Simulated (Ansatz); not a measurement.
# AlN (Fm-3m) in Ansatz: notebook

One crystal, AlN, is run at these levels: PBEsol, RPBE, revPBE; tasks: phonons, elastic constants, Born charges and dielectric tensor, band structure.

All numbers are computed with Ansatz 0.2.0; they aren't measurements. Logs are shortened: lines on timing, memory, paths and dates and some standing lists are left out, and cuts for length are marked.

### Step 1. The crystal as given

It takes space group Fm-3m (No. 225, cubic). Conventional cell: a = 4.069 Å, b = 4.069 Å, c = 4.069 Å, α = 90.00°, β = 90.00°, γ = 90.00°. Al (site symmetry m-3m) has 6 N at 2.03 Å as nearest neighbours. N (site symmetry m-3m) is surrounded by 6 Al at 2.03 Å.

Measurements of this composition are mostly on another form, of space group No. 186.

### Step 2. Phonons, PBEsol

Contents of input.yaml:

```yaml
crystal:
  lattice:
    - [0.0, 2.034518, 2.034518]
    - [2.034518, 0.0, 2.034518]
    - [2.034518, 2.034518, 0.0]
  atoms:
    - { symbol: Al, position: [0.5, 0.5, 0.5] }
    - { symbol: "N", position: [0.0, 0.0, 0.0] }
hamiltonian:
  xc: pbesol
  pseudopotentials: { kind: paw }
kpoints:
  mp_grid: { grid: [8, 8, 8] }
scf:
  occupations: { method: fixed }
phonons:
  method: dfpt
  dielectric: true
  rigid_motions: translations
```

Potentials or basis: Ansatz PAW.

Started as:

```console
ansatz run input.yaml --threads 2 --pin off --max-ram 5632MiB --backend cpu --events-out ev --progress --plain --runs-dir out
```

Output:

```text
Warning: RAYON_NUM_THREADS=2 ignored (pool sized by the plan → 2); use --threads N
Engine: ansatz 0.2.0, aarch64-unknown-linux-gnu
Pseudopotentials: kind: paw
Pseudopotential: Al, paw, valence charge 3, recommended cutoff 420 eV (normal), Al.paw.azcp
Pseudopotential: N, paw, valence charge 5, recommended cutoff 420 eV (normal), N.paw.azcp
Functional definition: PBEsol
  exchange = pbesol_x
  correlation = pbesol_c
Crystal: 2 atoms, lattice volume = 16.843 Å³
Basis set: ecut = 420 eV, 331 PW (Γ), exchange–correlation on 40×40×40 points (8 copies of the dense FFT grid, shifted against one another)
Bands: 8, of which v1, the nominal top of the filled ones, is band 4 counted from 1 (3 counted from 0)
Symmetry: 48 space group operations
k-points: 59 of 512 (irreducible under 8 space group operations, time reversal used)
Non-local potential: Al, projectors of the file, l = 0: 2, l = 1: 2, l = 2: 1
Non-local potential: N, projectors of the file, l = 0: 2, l = 1: 2, l = 2: 1
PAW form: soft (Blöchl's): semilocal exchange-correlation on the pseudo side does not see the compensation charge
PAW frozen core: Al, regenerated for the run's functional, and the local potential with it (the file was generated under x = pbe(κ = 0.804, μ = 0.2195149727645171), c = pbe(β = 0.06672455060314922))
PAW frozen core: N, regenerated for the run's functional, and the local potential with it (the file was generated under x = pbe(κ = 0.804, μ = 0.2195149727645171), c = pbe(β = 0.06672455060314922))
PAW one-centre angular grid: Al, 110 points (default); XC on 64 Gauss nodes
PAW one-centre angular grid: N, 110 points (default); XC on 64 Gauss nodes
Initial density: superposition of atomic densities (neutral atoms: chi_scale 0, normalization atom), corrected by the library's trained network
Initial wavefunctions: pseudopotential atomic-orbital guess
Functional: x = pbesol(κ = 0.804, μ = 0.12345679012345678), c = pbesol(β = 0.046)
SCF iter   1: F=—  HF=-905.754548 eV  |F-HF|=—  |Δ(HF+E_count)|=         —  Δρ=1.08e-2  dr2=1.88e-2  ethr=1.77e-3  ⟨swp⟩=4.1  Hψ=2879  notcnv=0  defer=95
preconditioner: auto → none  [insulator: Δε(μ)=4.244 eV  Ē_g=16.457 eV  n_scr=0 (ndim 8)  ℏωp=25.6 eV  f_vac=0.000  ε∞_Penn≈3.4]
SCF iter   2: F=—  HF=-905.749139 eV  |F-HF|=—  |Δ(HF+E_count)|=   5.41e-3  Δρ=3.77e-3  dr2=1.63e-3  ethr=2.35e-4  ⟨swp⟩=2.7  Hψ=1169  notcnv=0  defer=112
SCF iter   3: F=—  HF=-905.748640 eV  |F-HF|=—  |Δ(HF+E_count)|=   4.99e-4  Δρ=7.97e-4  dr2=3.41e-5  ethr=2.04e-5  ⟨swp⟩=2.5  Hψ=780  notcnv=0  defer=108
SCF iter   4: F=—  HF=-905.748650 eV  |F-HF|=—  |Δ(HF+E_count)|=   9.54e-6  Δρ=4.50e-5  dr2=1.63e-7  ethr=4.26e-7  ⟨swp⟩=1.1  Hψ=476  notcnv=0  defer=36
SCF iter   5: F=—  HF=-905.748650 eV  |F-HF|=—  |Δ(HF+E_count)|=   7.21e-7  Δρ=3.88e-6  dr2=4.78e-10  ethr=2.04e-9  ⟨swp⟩=2.4  Hψ=694  notcnv=0  defer=22
SCF iter   6: F=-905.748650 eV  HF=-905.748650 eV  |F-HF|=1.59e-12  |Δ(HF+E_count)|=  2.43e-10  Δρ=2.87e-7  dr2=5.01e-12  ethr=1.25e-12  ⟨swp⟩=6.2  Hψ=2457  notcnv=0
SCF 1 converged in 6 iterations: F = -905.748650 eV  dr2 = 5.01e-12
DFPT response loops at Γ: preconditioner auto → none (the input reference at scf.mixing.eps_inf says where Resta's filter doesn't serve); β = 0.50; Broyden in place of MSR1
── the response to a field inside a basis, on 8×8×8 k-points: an SCF that follows is theirs, and a resumed run solves both again ──
Bands: 5, of which v1, the nominal top of the filled ones, is band 4 counted from 1 (3 counted from 0)
k-points: 60 of 512 (irreducible under 12 space group operations)
Initial density: handed on by an earlier stage of this run
Initial wavefunctions: pseudopotential atomic-orbital guess (no wavefunctions were taken with the density)
Eigensolver: Dense (60 Hₖ)
SCF iter   1: F=—  HF=-905.751674 eV  |F-HF|=—  |Δ(HF+E_count)|=         —  Δρ=5.37e-4  dr2=6.04e-6  ethr=1.00e-1
preconditioner: auto → none  [insulator: Δε(μ)=4.661 eV  Ē_g=13.340 eV  n_scr=0 (ndim 8)  ℏωp=25.6 eV  f_vac=0.000  ε∞_Penn≈4.7]
SCF iter   2: F=—  HF=-905.751680 eV  |F-HF|=—  |Δ(HF+E_count)|=   5.58e-6  Δρ=2.61e-4  dr2=1.59e-6  ethr=7.54e-8
SCF iter   3: F=—  HF=-905.751682 eV  |F-HF|=—  |Δ(HF+E_count)|=   2.34e-6  Δρ=7.37e-5  dr2=6.25e-7  ethr=1.99e-8
SCF iter   4: F=-905.751682 eV  HF=-905.751682 eV  |F-HF|=1.54e-9  |Δ(HF+E_count)|=   1.52e-7  Δρ=7.53e-6  dr2=2.64e-9  ethr=7.81e-9
SCF 1 converged in 4 iterations: F = -905.751682 eV  dr2 = 2.64e-9
DFPT response loops at Γ: mixed as the last ones told, above
SCF converged after 6 iterations
Free energy (F): -905.748650 eV
Harris-Foulkes:  -905.748650 eV  (|F-HF|=1.59e-12)
Internal energy: -905.748650 eV  (E = F + TS)
E sigma→0 (E₀):  -905.748650 eV
Fermi energy:    10.875047 eV
--- Per-component energies (eV) ---
  E_band       = 36.490074
  E_kinetic    = 161.479098
  E_local      = -170.123092  (includes V_loc(G=0)·N_el)
  E_nonlocal   = 54.302548
  E_hartree    = 61.459809
  E_xc         = -101.937759
  E_vxc        = -109.207268  (∫ρ·V_xc dr)
  E_paw        = -577.304653  (= ΣΔE_a)
  E_vpaw       = -22.880915  (= ΣTr[D̂ρ^β])
  E_aug_tail   = 0.000094  (compensation charges beyond the density's cutoff)
  E_ewald      = -333.671934
  E_core_change = 0.047238  (= ΣΔE_core)
  E_smearing   = -0.000000  (= −TS)
  E_closure    = 0.000000  (closes the sum)
  Σ components = -905.748650   (vs F -905.748650, Δ=0.00e0)
--- Band table (eV; the first three rows and the last of 59) ---
  k-point 0: bands = ["-6.4903", "10.8750", "10.8750", "10.8750", "16.2543", "22.7979", "22.7979", "22.7979"]
  k-point 1: bands = ["-6.1750", "9.3737", "10.6930", "10.6930", "17.1286", "21.6505", "23.2077", "23.2077"]
  k-point 2: bands = ["-5.2780", "6.5548", "10.2978", "10.2978", "17.5070", "21.7508", "22.9405", "22.9405"]
  k-point 58: bands = ["-2.1465", "5.2251", "5.2251", "6.9819", "18.7385", "21.3701", "21.3701", "22.8216"]
--- Phonons (Γ-DFPT): 2 representative perturbations + reference, on 59 of 512 k-points (Σ response iterations 6) ---
  k mesh reduced under 8 symmetry operations, with k and −k counted as one. Each operation leaves every solved perturbation unchanged. A smaller set is not considered because the run solves the response to a homogeneous field
  ASR residual: 2.636e-4 → 0.000e0 eV/Å²; symmetrization residual: 4.854e-7 eV/Å²
  ASR residual per site (eV/Å²): 4.48e-5 2.64e-4
  Γ frequencies (cm⁻¹): 0.00 0.00 0.00 441.39 441.39 441.39
  ε∞ (high-frequency dielectric tensor):
        5.230561     0.000000     0.000000
        0.000000     5.230561     0.000000
        0.000000     0.000000     5.230561
  ε⁰ (static dielectric tensor: ions relaxed, cell fixed):
       19.717047    -0.000000     0.000000
       -0.000000    19.717047     0.000000
        0.000000     0.000000    19.717047
  ε⁰ − ε∞ (ionic part):
       14.486486    -0.000000     0.000000
       -0.000000    14.486486     0.000000
        0.000000     0.000000    14.486486
  softest optical mode at Γ: 441.39 cm⁻¹; the repairs (sum rule, projections) moved no ω² at Γ by more than (2.27 cm⁻¹)²
  Born effective charges Z* (e; rows j = field, columns β = displacement):
    site 0:
         2.98454   -0.00000    0.00000
        -0.00000    2.98454    0.00000
        -0.00000   -0.00000    2.98454
    site 1:
        -2.98454    0.00000   -0.00000
         0.00000   -2.98454   -0.00000
         0.00000    0.00000   -2.98454
  Z* charge neutrality: 7.837e-4 e pre-enforcement
  solved inside a basis spanned on kpoints, on 8×8×8 k-points, its susceptibility summed on 12×12×12: ε∞ is read to err by 1.4e-2, Z* by 1.0e-2 e (field_mesh: kpoints solves on kpoints); Z* is corrected for what the basis lacks
  optical modes at Γ without the LO–TO term, one row a degenerate level:
      ω (cm⁻¹)  modes    IR ((D/Å)²/amu)
        441.39      3            66.8636
  optical modes at Γ + LO–TO along q̂ = [1.0000, 0.0000, 0.0000]:
      ω (cm⁻¹)  modes    IR ((D/Å)²/amu)
        441.39      2            44.5757
        856.98      1            22.2879
  optical modes at Γ + LO–TO along q̂ = [0.0000, 1.0000, 0.0000]:
      ω (cm⁻¹)  modes    IR ((D/Å)²/amu)
        441.39      2            44.5757
        856.98      1            22.2879
  optical modes at Γ + LO–TO along q̂ = [0.0000, 0.0000, 1.0000]:
      ω (cm⁻¹)  modes    IR ((D/Å)²/amu)
        441.39      2            44.5757
        856.98      1            22.2879
```

Wall time 5.2 s (2 threads of Arm Neoverse V2, shared host); peak memory 0.33 GiB.

Results:

```yaml
Free_energy: -905.7487 eV
Band_gap_on_the_k_mesh: 4.38 eV, indirect (least direct gap 5.38 eV)
Electronic_dielectric_tensor_diagonal: 5.23
Born_charges_mean_of_the_diagonal: Al +2.98; N -2.98 e
Highest_phonon_frequency_at_Γ_LO-TO_splitting_left_out: 441 cm⁻¹
Static_dielectric_tensor_diagonal: 19.72
```

Levels at points of the mesh, in eV from the valence-band top:
```csv
k point,band 1,band 2,band 3,band 4,band 5,band 6,band 7,band 8
"(0.00, 0.00, 0.00)",-17.37,0.00,0.00,0.00,5.38,11.92,11.92,11.92
"(0.00, 0.00, -0.50)",-14.14,-8.24,-1.06,-1.06,5.92,10.76,10.76,12.97
"(0.00, -0.50, -0.50)",-13.18,-7.31,-2.77,-2.77,4.38,5.17,13.74,16.86
"(-0.50, 0.00, -0.50)",-13.18,-7.31,-2.77,-2.77,4.38,5.17,13.74,16.86
```

Phonon frequencies in cm⁻¹ (negative: imaginary):
| q point | frequencies |
| --- | --- |
| (0.000, 0.000, 0.000) | 0 0 0 441 441 441 |

Electronic dielectric tensor:
```
5.23 0.00 0.00
0.00 5.23 0.00
0.00 0.00 5.23
```

Born effective charge tensors (e):
atom 1, Al
```
2.98 0.00 0.00
0.00 2.98 0.00
0.00 0.00 2.98
```
atom 2, N
```
-2.98  0.00  0.00
 0.00 -2.98  0.00
 0.00  0.00 -2.98
```

Static dielectric tensor, electrons and zone-centre modes:
```
19.72  0.00  0.00
 0.00 19.72  0.00
 0.00  0.00 19.72
```

Caveat: the PAW data sets come from PBE, with cores solved anew for the run's functional, which leaves a small shift of forces and pressure.

### Step 3. Elastic constants, PBEsol

Edit input.yaml of step 2 so:

```diff
@@ -15,5 +15,7 @@
   occupations: { method: fixed }
-phonons:
-  method: dfpt
-  dielectric: true
-  rigid_motions: translations
+output:
+  forces: true
+  stress: true
+elastic:
+  mode: relaxed_ion
+  stencil: two_point
```

Potentials or basis: Ansatz PAW.

Started as:

```console
ansatz run input.yaml --threads 2 --pin off --max-ram 5632MiB --backend cpu --events-out ev --progress --plain --runs-dir out
```

Wall time 1.7 s (2 threads of Arm Neoverse V2, shared host); peak memory 0.27 GiB.

It converged, with:

* Free energy: -905.7487 eV
* Pressure: -4.5 GPa
* Band gap on the k mesh: 4.38 eV, indirect (least direct gap 5.38 eV)
* Elastic constants C11, C12, C44: 415, 159, 304 GPa
* Voigt bulk modulus: 244 GPa

Levels at points of the mesh, in eV from the valence-band top:
| k point | band 2 | band 3 | band 4 | band 5 | band 6 | band 7 |
| --- | --- | --- | --- | --- | --- | --- |
| (0.00, 0.00, 0.00) | 0.00 | 0.00 | 0.00 | 5.38 | 11.92 | 11.92 |
| (0.00, 0.00, -0.50) | -8.24 | -1.06 | -1.06 | 5.92 | 10.76 | 10.76 |
| (0.00, -0.50, -0.50) | -7.31 | -2.77 | -2.77 | 4.38 | 5.17 | 13.74 |

Elastic tensor in Voigt notation (GPa, in the Cartesian axes of the cell as first typed):
```
415 159 159   0   0   0
159 415 159   0   0   0
159 159 415   0   0   0
  0   0   0 304   0   0
  0   0   0   0 304   0
  0   0   0   0   0 304
```

Caveat: the cell is more than 3 GPa from zero pressure, which shifts response properties; the pressure holds a Pulay correction of +0.6 GPa for the finite cutoff; the PAW data sets come from PBE, with cores solved anew for the run's functional, which leaves a small shift of forces and pressure.

### Step 4. Born charges and dielectric tensor, PBEsol

Edit input.yaml of step 3 so:

```diff
@@ -12,3 +12,3 @@
 kpoints:
-  mp_grid: { grid: [8, 8, 8] }
+  mp_grid: { grid: [11, 11, 11] }
 scf:
@@ -16,6 +16,4 @@
 output:
-  forces: true
-  stress: true
-elastic:
-  mode: relaxed_ion
-  stencil: two_point
+  eigenvalues: true
+dielectric:
+  method: response
```

Potentials or basis: Ansatz PAW.

Started as:

```console
ansatz run input.yaml --threads 2 --pin off --max-ram 5632MiB --backend cpu --events-out ev --progress --plain --runs-dir out
```

Output:

```text
Warning: RAYON_NUM_THREADS=2 ignored (pool sized by the plan → 2); use --threads N
Engine: ansatz 0.2.0, aarch64-unknown-linux-gnu
Pseudopotentials: kind: paw
Pseudopotential: Al, paw, valence charge 3, recommended cutoff 420 eV (normal), Al.paw.azcp
Pseudopotential: N, paw, valence charge 5, recommended cutoff 420 eV (normal), N.paw.azcp
Functional definition: PBEsol
  exchange = pbesol_x
  correlation = pbesol_c
Crystal: 2 atoms, lattice volume = 16.843 Å³
Basis set: ecut = 420 eV, 331 PW (Γ), exchange–correlation on 40×40×40 points (8 copies of the dense FFT grid, shifted against one another)
Bands: 8, of which v1, the nominal top of the filled ones, is band 4 counted from 1 (3 counted from 0)
Symmetry: 48 space group operations
k-points: 126 of 1331 (irreducible under 8 space group operations, time reversal used)
Non-local potential: Al, projectors of the file, l = 0: 2, l = 1: 2, l = 2: 1
Non-local potential: N, projectors of the file, l = 0: 2, l = 1: 2, l = 2: 1
PAW form: soft (Blöchl's): semilocal exchange-correlation on the pseudo side does not see the compensation charge
PAW frozen core: Al, regenerated for the run's functional, and the local potential with it (the file was generated under x = pbe(κ = 0.804, μ = 0.2195149727645171), c = pbe(β = 0.06672455060314922))
PAW frozen core: N, regenerated for the run's functional, and the local potential with it (the file was generated under x = pbe(κ = 0.804, μ = 0.2195149727645171), c = pbe(β = 0.06672455060314922))
PAW one-centre angular grid: Al, 110 points (default); XC on 64 Gauss nodes
PAW one-centre angular grid: N, 110 points (default); XC on 64 Gauss nodes
Initial density: superposition of atomic densities (neutral atoms: chi_scale 0, normalization atom), corrected by the library's trained network
Initial wavefunctions: pseudopotential atomic-orbital guess
Functional: x = pbesol(κ = 0.804, μ = 0.12345679012345678), c = pbesol(β = 0.046)
SCF iter   1: F=—  HF=-905.755030 eV  |F-HF|=—  |Δ(HF+E_count)|=         —  Δρ=1.08e-2  dr2=1.90e-2  ethr=1.77e-3  ⟨swp⟩=4.2  Hψ=6152  notcnv=0  defer=207
preconditioner: auto → none  [insulator: Δε(μ)=4.373 eV  Ē_g=16.456 eV  n_scr=0 (ndim 8)  ℏωp=25.6 eV  f_vac=0.000  ε∞_Penn≈3.4]
[... 30 lines left out ...]
  E_kinetic    = 161.475766
  E_local      = -170.118235  (includes V_loc(G=0)·N_el)
  E_nonlocal   = 54.303663
  E_hartree    = 61.456374
  E_xc         = -101.937844
  E_vxc        = -109.207306  (∫ρ·V_xc dr)
  E_paw        = -577.304214  (= ΣΔE_a)
  E_vpaw       = -22.880425  (= ΣTr[D̂ρ^β])
  E_aug_tail   = 0.000094  (compensation charges beyond the density's cutoff)
  E_ewald      = -333.671934
  E_core_change = 0.047238  (= ΣΔE_core)
  E_smearing   = -0.000000  (= −TS)
  E_closure    = -0.000000  (closes the sum)
  Σ components = -905.749091   (vs F -905.749091, Δ=0.00e0)
--- Band table (eV; the first three rows and the last of 126) ---
  k-point 0: bands = ["-6.4906", "10.8745", "10.8745", "10.8745", "16.2539", "22.7979", "22.7979", "22.7979"]
  k-point 1: bands = ["-6.3230", "10.0103", "10.7743", "10.7743", "16.8023", "22.0162", "23.0471", "23.0471"]
  k-point 2: bands = ["-5.8325", "8.1398", "10.5229", "10.5229", "17.5079", "21.3770", "23.3115", "23.3115"]
  k-point 125: bands = ["-2.1981", "5.0018", "5.2879", "7.3371", "18.5160", "20.7770", "21.9599", "23.1579"]
--- Dielectric response (ions clamped): 3 representative field directions + reference, inside a basis on a mesh of 1728 k-points (Σ response iterations 15) ---
  ε∞ (high-frequency dielectric tensor):
        5.230502    -0.000000     0.000000
       -0.000000     5.230502     0.000000
        0.000000     0.000000     5.230502
  Born effective charges Z* (e; rows j = field, columns β = displacement):
    site 0:
         2.98455    0.00000   -0.00000
         0.00000    2.98455   -0.00000
         0.00000   -0.00000    2.98455
    site 1:
        -2.98455   -0.00000    0.00000
        -0.00000   -2.98455    0.00000
        -0.00000    0.00000   -2.98455
  Z* charge neutrality: 8.346e-4 e pre-enforcement
  solved inside a basis spanned on kpoints, on 12×12×12 k-points, its susceptibility summed on 16×16×16: ε∞ is read to err by 1.4e-2, Z* by 1.0e-2 e (field_mesh: kpoints solves on kpoints); Z* is corrected for what the basis lacks
```

Wall time 9.9 s (2 threads of Arm Neoverse V2, shared host); peak memory 0.4 GiB.

Results:

```
Free energy                             : -905.7491 eV
Band gap on the k mesh                  : 4.51 eV, indirect (least direct gap 5.38 eV)
Electronic dielectric tensor (diagonal) : 5.23
Born charges (mean of the diagonal)     : Al +2.98; N -2.98 e
```

Electronic dielectric tensor:
```
5.23 0.00 0.00
0.00 5.23 0.00
0.00 0.00 5.23
```

Born effective charge tensors (e):
atom 1, Al
```
2.98 0.00 0.00
0.00 2.98 0.00
0.00 0.00 2.98
```
atom 2, N
```
-2.98  0.00  0.00
 0.00 -2.98  0.00
 0.00  0.00 -2.98
```

Caveat: odd divisions of the mesh miss points on the zone boundary, where band edges often lie, so the gap on the mesh can be too wide; the PAW data sets come from PBE, with cores solved anew for the run's functional, which leaves a small shift of forces and pressure.

(Continued in part 2 of 2.)
